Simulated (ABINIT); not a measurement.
Set up this calculation in ABINIT 10.8.3 (patched build), as the native input.

```
Task                : band structure
Functional          : PBE
Potentials or basis : JTH PAW PBE v2.0
Cutoff              : 707 eV
k mesh              : 11 × 11 × 11
Occupations         : fermi-dirac, width 0.05 eV
Spin                : no spin polarisation
Fine-grid cutoff    : 1306.15 eV
```

The system is In.

```
In
1.0
    -1.62547    1.62547    2.47370
     1.62547   -1.62547    2.47370
     1.62547    1.62547   -2.47370
In
1
Direct
  0.00000 0.00000 0.00000
```

These files were run (other wordings do the same):

run.abi

```
ndtset 2

pp_dirpath "./"
pseudos "In.GGA_PBE-JTH.xml"

acell 3.376906444 3.376906444 3.376906444 Angstrom
rprim
    -0.4813488401     0.4813488401     0.7325343598
     0.4813488401    -0.4813488401     0.7325343598
     0.4813488401     0.4813488401    -0.7325343598
ntypat 1
znucl 49
natom 1
typat 1
xred
     0.0000000000     0.0000000000     0.0000000000

ecut 26.0
pawecutdg 48.0
pawxcdev 0

ixc 11

occopt 3
tsmear 0.00183747

nstep 100

iomode 3
prtwf 0
prteig 0
prtebands 0
prtden1 1

kptopt1 1
ngkpt1 11 11 11
nshiftk1 1
shiftk1 0.0 0.0 0.0
nband1 11
tolvrs1 1.0e-9

iscf2 -2
getden2 1
nband2 17
nbdbuf2 4
tolwfr2 1.0e-11
kptopt2 -10
ndivsm2 5
prteig2 1
prtvol2 -3
kptbounds2
     0.0000000000     0.0000000000     0.0000000000
     0.0000000000     0.0000000000     0.5000000000
    -0.2158906645     0.2158906645     0.5000000000
    -0.3579453323     0.3579453323     0.3579453323
     0.0000000000     0.0000000000     0.0000000000
     0.5000000000     0.5000000000    -0.5000000000
     0.3579453323     0.6420546677    -0.3579453323
     0.0000000000     0.5000000000     0.0000000000
     0.2500000000     0.2500000000     0.2500000000
     0.5000000000     0.5000000000    -0.2158906645
     0.5000000000     0.5000000000    -0.5000000000
```

Potentials or basis: JTH PAW PBE v2.0.

Command:

```console
$ abinit run.abi > log 2>&1
```

Results of the run:

```yaml
Pressure: 1.4 GPa
Band_gap_on_the_k_mesh: none (metal or under the smearing width)
Valence_electrons_inside_the_program's_atomic_spheres: In 11.12 (radii [1.3264] Å)
```

Caveat: spin-orbit coupling is left out, which moves the levels of the heavy elements.

Wall time 57 s on 1 thread of Arm Neoverse V1, with other jobs on the host, peak memory 0.15 GiB.
